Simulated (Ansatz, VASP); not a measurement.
**K: VASP beside Ansatz**

File INCAR:

```
SYSTEM = K
ALGO = Normal
EDIFF = 1E-6
ENCUT = 520
GGA = RE
ISIF = 2
ISMEAR = -1
LASPH = .True.
LCHARG = .False.
LREAL = .False.
LWAVE = .False.
NBANDS = 10
NELM = 60
PREC = Accurate
SIGMA = 0.1
```

The input KPOINTS:

```
k-points
0
Gamma
  9 9 9
  0 0 0
```

File POSCAR:

```
K
1.0
    3.4215185623      0.0000000000      0.0000000000
    0.0000000000      3.4215185623      0.0000000000
    0.0000000000      0.0000000000      3.4215185623
K
1
Direct
    0.0000000000      0.0000000000      0.0000000000
```

Input for Ansatz:

```yaml
crystal:
  lattice:
    - [3.4215185623, 0.0, 0.0]
    - [0.0, 3.4215185623, 0.0]
    - [0.0, 0.0, 3.4215185623]
  atoms:
    - { symbol: K, position: [0.0, 0.0, 0.0] }
kpoints:
  mp_grid: { grid: [9, 9, 9] }
scf:
  occupations: { method: fermi_dirac, width: 0.1 }
  n_extra_bands: 2
hamiltonian:
  xc: revpbe
  pseudopotentials: { kind: all_electron, lapw: { basis_error: 0.001 } }
output:
  forces: true
  stress: true
  eigenvalues: true
  populations: true
```

This isn't the form of K at room conditions, which is bcc.

Alike in both runs: task single point; functional revPBE; k mesh 9 × 9 × 9; occupations fermi-dirac, width 0.1 eV; no spin polarisation.

```csv
,VASP,Ansatz
version,VASP 6.6.1,Ansatz 0.2.0
potentials or method,"VASP PAW PBE potentials, release 64 (K_sv)","all-electron LAPW, scalar-relativistic"
plane-wave cutoff (eV),520,see its input
```

```tsv
	VASP	Ansatz	Ansatz less VASP
gap on the k mesh at the Fermi level (eV)	none	none	-
pressure (GPa)	7.4	7.4	0.00
```

A gap of «none» marks a metal or a gap that the smearing closes. Ansatz ran all-electron here, so the differences hold the error of VASP's frozen core and of both bases.

Caveats: the PAW data sets were made with another functional, which shifts forces and pressure a little (VASP).
